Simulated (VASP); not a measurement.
# CdTe (F-43m) in VASP: notebook

The runs below take CdTe through relaxation of cell and atoms, with PBE, PBE+D3(BJ), PBEsol.

Program: VASP 6.6.1. These are calculated values, not measurements. Logs are shortened: lines on timing, memory, paths and dates and some standing lists are left out, and cuts for length are marked.

## (1) Starting point

Symmetry: F-43m, No. 216, cubic system. The conventional cell has a = 6.564 Å, b = 6.564 Å, c = 6.564 Å, α = 90.00°, β = 90.00°, γ = 90.00°. Cd (site symmetry -43m) has 4 Te at 2.84 Å as nearest neighbours. Te (site symmetry -43m) is surrounded by 4 Cd at 2.84 Å.

The cell is a database's computed one.

## (2) Relaxation of cell and atoms, PBE

Contents of INCAR:

```
ALGO = Normal ; EDIFF = 1E-7
EDIFFG = -0.005 ; ENCUT = 600
GGA = PE ; IBRION = 2
ISIF = 3 ; ISMEAR = 0
LASPH = T ; LCHARG = F
LREAL = F ; LWAVE = F
NELM = 80 ; NSW = 90
PREC = Accurate ; SIGMA = 0.02
```

Contents of KPOINTS:

```
k-points
0
Gamma
  10 10 10
```

Contents of POSCAR:

```
CdTe
1.0
    0.0000000000      3.2821135600      3.2821135600
    3.2821135600      0.0000000000      3.2821135600
    3.2821135600      3.2821135600      0.0000000000
Cd Te
1 1
Direct
    0.0000000000      0.0000000000      0.0000000000
    0.7500000000      0.7500000000      0.7500000000
```

Potentials or basis: VASP PAW PBE potentials, release 64 (Cd, Te).

Launch:

```console
> cat potpaw_PBE.64/Cd/POTCAR potpaw_PBE.64/Te/POTCAR > POTCAR
> mpirun -np 1 vasp_std > vasp.out
```

OUTCAR:

```text
EDIFF = 1E-7
   EDIFFG = -0.005
   ENCUT = 600
   GGA = PE
   IBRION = 2
   ISIF = 3
   ISMEAR = 0
   LASPH = T
   LREAL = F
   NELM = 80
   NSW = 90
   PREC = Accurate

 ion  position               nearest neighbor table
   1  0.000  0.000  0.000-   2 2.84   2 2.84   2 2.84   2 2.84
   2  0.750  0.750  0.750-   1 2.84   1 2.84   1 2.84   1 2.84

  LATTYP: Found a face centered cubic cell.
 ALAT       =     6.5642271200

  Lattice vectors:

 A1 = (   0.0000000000,   3.2821135600,   3.2821135600)
 A2 = (   3.2821135600,   0.0000000000,   3.2821135600)
 A3 = (   3.2821135600,   3.2821135600,   0.0000000000)

Analysis of symmetry for initial positions (statically):
=====================================================================
 Subroutine PRICEL returns:
 Original cell was already a primitive cell.

 Routine SETGRP: Setting up the symmetry group for a
 face centered cubic supercell.

 Subroutine GETGRP returns: Found 24 space group operations
 (whereof 24 operations were pure point group operations)
 out of a pool of 48 trial point group operations.

The static configuration has the point symmetry T_d .

Analysis of symmetry for dynamics (positions and initial velocities):
=====================================================================
 Subroutine PRICEL returns:
 Original cell was already a primitive cell.

 Routine SETGRP: Setting up the symmetry group for a
 face centered cubic supercell.

 Subroutine GETGRP returns: Found 24 space group operations
 (whereof 24 operations were pure point group operations)
 out of a pool of 48 trial point group operations.

The dynamic configuration has the point symmetry T_d .

 Subroutine INISYM returns: Found 24 space group operations
 (whereof 24 operations are pure point group operations),
 and found     1 'primitive' translations

----------------------------------------------------------------------------------------

                                     Primitive cell

  volume of cell :      70.7116

  direct lattice vectors                    reciprocal lattice vectors
     0.000000000  3.282113560  3.282113560    -0.152340859  0.152340859  0.152340859
     3.282113560  0.000000000  3.282113560     0.152340859 -0.152340859  0.152340859
     3.282113560  3.282113560  0.000000000     0.152340859  0.152340859 -0.152340859

  length of vectors
     4.641609510  4.641609510  4.641609510     0.263862108  0.263862108  0.263862108

  position of ions in fractional coordinates (direct lattice)
     0.000000000  0.000000000  0.000000000
     0.750000000  0.750000000  0.750000000

  ion indices of the primitive-cell ions
   primitive index   ion index
                 1           1
                 2           2

----------------------------------------------------------------------------------------

 KPOINTS: k-points

Automatic generation of k-mesh.
 Grid dimensions read from file:
 generate k-points for:   10   10   10

 Generating k-lattice:

  Cartesian coordinates                     Fractional coordinates (reciprocal lattice)
    -0.015234086  0.015234086  0.015234086     0.100000000  0.000000000  0.000000000
     0.015234086 -0.015234086  0.015234086     0.000000000  0.100000000  0.000000000
     0.015234086  0.015234086 -0.015234086     0.000000000  0.000000000  0.100000000

  Length of vectors
     0.026386211  0.026386211  0.026386211

  Shift w.r.t. Gamma in fractional coordinates (k-lattice)
     0.000000000  0.000000000  0.000000000

 Subroutine IBZKPT returns following result:
 ===========================================

 Found     47 irreducible k-points:

 Following reciprocal coordinates:
            Coordinates               Weight
  0.000000  0.000000  0.000000      1.000000
  0.100000  0.000000  0.000000      8.000000
  0.200000  0.000000  0.000000      8.000000
  0.300000  0.000000  0.000000      8.000000
  0.400000  0.000000  0.000000      8.000000
  0.500000  0.000000  0.000000      4.000000
[... 16 lines left out ...]
  0.300000  0.300000  0.000000      6.000000
  0.400000  0.300000  0.000000     24.000000
 [... further k-points ...]
   k-points           NKPTS =     47   k-points in BZ     NKDIM =     47   number of bands    NBANDS=     13
   number of dos      NEDOS =    301   number of ions     NIONS =      2
   total plane-waves  NPLWV =  64000
   dimension x,y,z NGX =    40 NGY =   40 NGZ =   40
   dimension x,y,z NGXF=    80 NGYF=   80 NGZF=   80
   ions per type =               1   1
   NGX,Y,Z   is equivalent  to a cutoff of  14.33, 14.33, 14.33 a.u.
   NGXF,Y,Z  is equivalent  to a cutoff of  28.65, 28.65, 28.65 a.u.
 SYSTEM =  unknown system
   PREC   = accura    normal or accurate (medium, high low for compatibility)
   ISTART =      0    job   : 0-new  1-cont  2-samecut
   ICHARG =      2    charge: 1-file 2-atom 10-const
   ISPIN  =      1    spin polarized calculation?
   LNONCOLLINEAR =      F non collinear calculations
   LSORBIT =      F    spin-orbit coupling
[... 61 lines left out ...]
  -------------------------------------------------------------------------------------
  Total        0.4386867      0.4386867      0.4386867     -0.0000000      0.0000000     -0.0000000
  in kB        9.9397218      9.9397218      9.9397218     -0.0000000      0.0000000     -0.0000000
  external PRESSURE =       9.9397218 kB  Pullay stress =       0.0000000 kB

 VOLUME and BASIS-vectors are now :
 -----------------------------------------------------------------------------
  energy-cutoff  :      600.00
  volume of cell :       70.71
      direct lattice vectors                 reciprocal lattice vectors
     0.000000000  3.282113560  3.282113560    -0.152340859  0.152340859  0.152340859
     3.282113560  0.000000000  3.282113560     0.152340859 -0.152340859  0.152340859
     3.282113560  3.282113560  0.000000000     0.152340859  0.152340859 -0.152340859
[... 37 lines left out ...]
 POSITION                                       TOTAL-FORCE (eV/Angst)
 -----------------------------------------------------------------------------------
      6.63369      6.63369      6.63369         0.000000     -0.000000     -0.000000
      4.97527      4.97527      4.97527        -0.000000      0.000000      0.000000
 -----------------------------------------------------------------------------------
    total drift:                                0.000000      0.000000      0.000000

  FREE ENERGIE OF THE ION-ELECTRON SYSTEM (eV)
  ---------------------------------------------------
  free  energy   TOTEN  =        -4.8119156560 eV

  energy  without entropy=       -4.8119156560  energy(sigma->0) =       -4.81191566

--------------------------------------- Ionic step        3  -------------------------------------------

 number of electron      18.0000001 magnetization

 Free energy of the ion-electron system (eV)
  ---------------------------------------------------
  ext. energy  EPLUGINS =         0.00000000
  ---------------------------------------------------
  free energy    TOTEN  =        -4.81211157 eV

  energy without entropy =       -4.81211157  energy(sigma->0) =       -4.81211157

 E-fermi :   1.9246     XC(G=0):  -8.2999

 val. band max:        1.7794027513   @ k =   0.0000   0.0000   0.0000
 cond. band min:       2.3563757488   @ k =   0.0000   0.0000   0.0000
 fundamental gap:      0.5769729975
 Fermi energy:         1.9245726514

 k-point     1 :       0.0000    0.0000    0.0000
  band No.  band energies     occupation
      1      -9.0440      2.00000
      2      -6.3043      2.00000
      3      -6.3043      2.00000
      4      -6.3043      2.00000
      5      -6.0889      2.00000
      6      -6.0889      2.00000
      7       1.7794      2.00000
      8       1.7794      2.00000
      9       1.7794      2.00000
     10       2.3564      0.00000
     11       6.4199      0.00000
     12       6.4199      0.00000
     13       6.4199      0.00000

 k-point     2 :       0.1000    0.0000    0.0000
  band No.  band energies     occupation
      1      -9.0114      2.00000
      2      -6.2984      2.00000
      3      -6.2983      2.00000
      4      -6.2775      2.00000
      5      -6.0894      2.00000
      6      -6.0894      2.00000
      7       0.8822      2.00000
      8       1.7004      2.00000
      9       1.7004      2.00000
     10       3.0786      0.00000
     11       6.3597      0.00000
[... 339 lines left out ...]
 k-point    24 :       0.4000    0.3000    0.0000
  band No.  band energies     occupation
      1      -8.6856      2.00000
      2      -6.2095      2.00000
      3      -6.2034      2.00000
      4      -6.1474      2.00000
      5      -6.0699      2.00000
      6      -5.8538      2.00000
      7      -1.6734      2.00000
      8       0.2751      2.00000
      9       0.4347      2.00000
     10       4.6456      0.00000
     11       5.1279      0.00000
     12       8.3888      0.00000
     13       9.0562      0.00000

 [... further k-points ...]

------------------------ aborting loop because EDIFF is reached ----------------------------------------

  FORCE on cell =-STRESS in cart. coord.  units (eV):
  Direction    XX          YY          ZZ          XY          YZ          ZX
  --------------------------------------------------------------------------------------
  -------------------------------------------------------------------------------------
  Total       -0.0001389     -0.0001389     -0.0001389      0.0000000      0.0000000     -0.0000000
  in kB       -0.0030646     -0.0030646     -0.0030646      0.0000000      0.0000000     -0.0000000
  external PRESSURE =      -0.0030646 kB  Pullay stress =       0.0000000 kB

 VOLUME and BASIS-vectors are now :
 -----------------------------------------------------------------------------
  energy-cutoff  :      600.00
  volume of cell :       72.62
      direct lattice vectors                 reciprocal lattice vectors
     0.000000000  3.311397241  3.311397241    -0.150993663  0.150993663  0.150993663
     3.311397241  0.000000000  3.311397241     0.150993663 -0.150993663  0.150993663
     3.311397241  3.311397241  0.000000000     0.150993663  0.150993663 -0.150993663

 POSITION                                       TOTAL-FORCE (eV/Angst)
 -----------------------------------------------------------------------------------
      0.00000      0.00000      0.00000         0.000000      0.000000      0.000000
      4.96710      4.96710      4.96710        -0.000000     -0.000000     -0.000000
 -----------------------------------------------------------------------------------
    total drift:                                0.000000      0.000000      0.000000

  FREE ENERGIE OF THE ION-ELECTRON SYSTEM (eV)
  ---------------------------------------------------
  free  energy   TOTEN  =        -4.8121115657 eV

  energy  without entropy=       -4.8121115657  energy(sigma->0) =       -4.81211157

 reached required accuracy - stopping structural energy minimisation
```

Run time: 89 s. Hardware: 1 thread of AMD EPYC 9R14 (Zen 4), shared host; peak memory 0.24 GiB.

Results:

| Property | Result |
| --- | --- |
| Free energy | -4.8121 eV |
| Relaxed volume | 36.31 Å³/atom |
| Relaxed cell | a = 4.683 Å, b = 4.683 Å, c = 4.683 Å, α = 60.00°, β = 60.00°, γ = 60.00° |
| Space group after relaxing (to 0.05 Å) | F-43m (No. 216) |
| Energy gained by relaxing | 2.9 meV/atom |
| Ionic steps | 3 |
| Pressure after relaxing | 0.0 GPa |
| Band gap on the k mesh | 0.58 eV, direct |

The path:
| step | energy change (eV) | largest force (eV/Å) | pressure (GPa) | volume (Å³) |
| --- | --- | --- | --- | --- |
| 1 | 0.0000 | 0.0000 | 0.99 | 70.71 |
| 2 | -0.0056 | 0.0000 | -0.17 | 72.98 |
| 3 | -0.0058 | 0.0000 | 0.00 | 72.62 |

Final structure:
```cif
data_structure
_symmetry_space_group_name_H-M 'P 1'
_symmetry_Int_Tables_number 1
_cell_length_a 4.6830
_cell_length_b 4.6830
_cell_length_c 4.6830
_cell_angle_alpha 60.000
_cell_angle_beta 60.000
_cell_angle_gamma 60.000
_cell_volume 72.62
loop_
_atom_site_label
_atom_site_type_symbol
_atom_site_fract_x
_atom_site_fract_y
_atom_site_fract_z
_atom_site_occupancy
Cd1 Cd 0.00000 0.00000 0.00000 1
Te1 Te 0.75000 0.75000 0.75000 1
```

Caveat: spin-orbit coupling is left out, which moves the levels of the heavy elements.

## (3) Relaxation of cell and atoms, PBE+D3(BJ)

Contents of INCAR:

```
ALGO = Normal ; EDIFF = 1E-7
EDIFFG = -0.005 ; ENCUT = 600
GGA = PE ; IBRION = 2
ISIF = 3 ; ISMEAR = 0
IVDW = 12 ; LASPH = T
LCHARG = F ; LREAL = F
LWAVE = F ; NELM = 80
NSW = 90 ; PREC = Accurate
SIGMA = 0.02
```

KPOINTS is that of step 2.

POSCAR is that of step 2.

Potentials or basis: VASP PAW PBE potentials, release 64 (Cd, Te).

Launch:

```console
> cat potpaw_PBE.64/Cd/POTCAR potpaw_PBE.64/Te/POTCAR > POTCAR
> mpirun -np 1 vasp_std > vasp.out
```

Run time: 86 s. Hardware: 1 thread of AMD EPYC 9R14 (Zen 4), shared host; peak memory 0.25 GiB.

Results (log left out):

```yaml
Free_energy: -5.4633 eV
Relaxed_volume: 34.67 Å³/atom
Relaxed_cell: a = 4.611 Å, b = 4.611 Å, c = 4.611 Å, α = 60.00°, β = 60.00°, γ = 60.00°
Space_group_after_relaxing_to_0.05_Å: F-43m (No. 216)
Energy_gained_by_relaxing: 1.7 meV/atom
Ionic_steps: 3
Pressure_after_relaxing: 0.0 GPa
Band_gap_on_the_k_mesh: 0.72 eV, direct
Dispersion_energy_per_atom: -0.335 eV
```

Step by step:
```
step  energy change (eV)  largest force (eV/Å)  pressure (GPa)  volume (Å³)
   1              0.0000                0.0000           -0.75        70.71
   2             -0.0031                0.0000            0.18        69.03
   3             -0.0033                0.0000            0.00        69.33
```

Final structure:
```
Cd Te
1.0
     0.00000    3.26064    3.26064
     3.26064    0.00000    3.26064
     3.26064    3.26064    0.00000
Cd Te
1 1
Direct
  0.00000 0.00000 0.00000
  0.75000 0.75000 0.75000
```

Levels at points of the mesh, in eV from the valence-band top:
```tsv
k point	band 7	band 8	band 9	band 10	band 11	band 12
(0.00, 0.00, 0.00)	0.00	0.00	0.00	0.72	4.62	4.62
(0.50, 0.00, 0.00)	-4.32	-0.75	-0.75	1.80	5.20	5.20
(0.50, 0.50, 0.00)	-4.22	-1.80	-1.80	2.65	2.67	8.74
```

Caveat: spin-orbit coupling is left out, which moves the levels of the heavy elements. A hybrid or GW would open this gap; PBE tends to underestimate it.

## (4) Relaxation of cell and atoms, PBEsol

Contents of INCAR:

```
ALGO = Normal ; EDIFF = 1E-7
EDIFFG = -0.005 ; ENCUT = 300
GGA = PS ; IBRION = 2
ISIF = 3 ; ISMEAR = 0
LASPH = T ; LCHARG = F
LREAL = F ; LWAVE = F
NELM = 80 ; NSW = 90
PREC = Accurate ; SIGMA = 0.02
```

KPOINTS is that of step 3.

POSCAR is that of step 3.

Launch:

```console
> cat potpaw_PBE.64/Cd/POTCAR potpaw_PBE.64/Te/POTCAR > POTCAR
> mpirun -np 1 vasp_std > vasp.out
```

It took 32 s on 1 thread of AMD EPYC 9R14 (Zen 4), shared host; peak memory 0.13 GiB.

The run converged, but some of its settings lie outside the range that counts as converged, so its numbers aren't taken as properties of the crystal.

What came out:

- Free energy: -5.4915 eV
- Relaxed volume: 34.27 Å³/atom
- Relaxed cell: a = 4.594 Å, b = 4.594 Å, c = 4.594 Å, α = 60.00°, β = 60.00°, γ = 60.00°
- Space group after relaxing (to 0.05 Å): F-43m (No. 216)
- Energy gained by relaxing: 4.2 meV/atom
- Ionic steps: 3
- Band gap on the k mesh: 0.64 eV, direct

Caveat: the cutoff is under 1.25 times the usual one of these potentials, so pressure, stress and relaxed cells hold a basis-set (Pulay) error; the PAW data sets were made with another functional, which shifts forces and pressure a little; spin-orbit coupling is left out, which moves the levels of the heavy elements.

## (5) Relaxation of cell and atoms, PBEsol

Edit INCAR of step 4 so:

```diff
@@ -1,3 +1,3 @@
 ALGO = Normal ; EDIFF = 1E-7
-EDIFFG = -0.005 ; ENCUT = 300
+EDIFFG = -0.005 ; ENCUT = 600
 GGA = PS ; IBRION = 2
```

Contents of KPOINTS:

```
k-points
0
Gamma
  4 4 4
```

POSCAR is that of step 4.

Launch:

```console
> cat potpaw_PBE.64/Cd/POTCAR potpaw_PBE.64/Te/POTCAR > POTCAR
> mpirun -np 1 vasp_std > vasp.out
```

It took 24 s on 1 thread of AMD EPYC 9R14 (Zen 4), shared host; peak memory 0.2 GiB.

The run converged. Its results:

```
Free energy                            : -5.4244 eV
Relaxed volume                         : 34.45 Å³/atom
Relaxed cell                           : a = 4.602 Å, b = 4.602 Å, c = 4.602 Å, α = 60.00°, β = 60.00°, γ = 60.00°
Space group after relaxing (to 0.05 Å) : F-43m (No. 216)
Energy gained by relaxing              : 2.9 meV/atom
Ionic steps                            : 3
Pressure after relaxing                : 0.0 GPa
Band gap on the k mesh                 : 0.61 eV, direct
```

The path:
```csv
step,energy change (eV),largest force (eV/Å),pressure (GPa),volume (Å³)
1,0.0000,0.0000,-0.99,70.71
2,-0.0055,0.0000,0.25,68.49
3,-0.0058,0.0000,0.00,68.90
```

Final structure:
```
CELL_PARAMETERS angstrom
0.00000 3.25385 3.25385
3.25385 0.00000 3.25385
3.25385 3.25385 0.00000
ATOMIC_POSITIONS crystal
Cd 0.00000 0.00000 0.00000
Te 0.75000 0.75000 0.75000
```

Levels at points of the mesh, in eV from the valence-band top:
```
           k point  band 6  band 7  band 8  band 9  band 10  band 11  band 12  band 13
(0.00, 0.00, 0.00)   -7.99    0.00    0.00    0.00     0.61     4.53     4.53     4.53
(0.50, 0.00, 0.00)   -7.65   -4.42   -0.77   -0.77     1.70     5.12     5.12     6.91
(0.50, 0.50, 0.00)   -7.52   -4.31   -1.85   -1.85     2.50     2.59     8.66     8.99
```

Caveat: the PAW data sets were made with another functional, which shifts forces and pressure a little; spin-orbit coupling is left out, which moves the levels of the heavy elements.

## (6) Summary

```csv
level,k mesh,gap on the mesh (eV),pressure (GPa),relaxed volume (Å³/atom)
PBE,10 × 10 × 10,0.58,0.0,36.31
PBE+D3(BJ),10 × 10 × 10,0.72,0.0,34.67
PBEsol,4 × 4 × 4,0.61,0.0,34.45
```

Alike in all rows: task relaxation of cell and atoms; potentials or basis VASP PAW PBE potentials, release 64 (Cd, Te); no spin polarisation; cell relaxed; cutoff (eV) 600; smearing gaussian 0.02 eV.

Caveats: spin-orbit coupling is left out, which moves the levels of the heavy elements; the PAW data sets were made with another functional, which shifts forces and pressure a little (some runs).

Absolute energies hang on the potentials; compare differences alone.
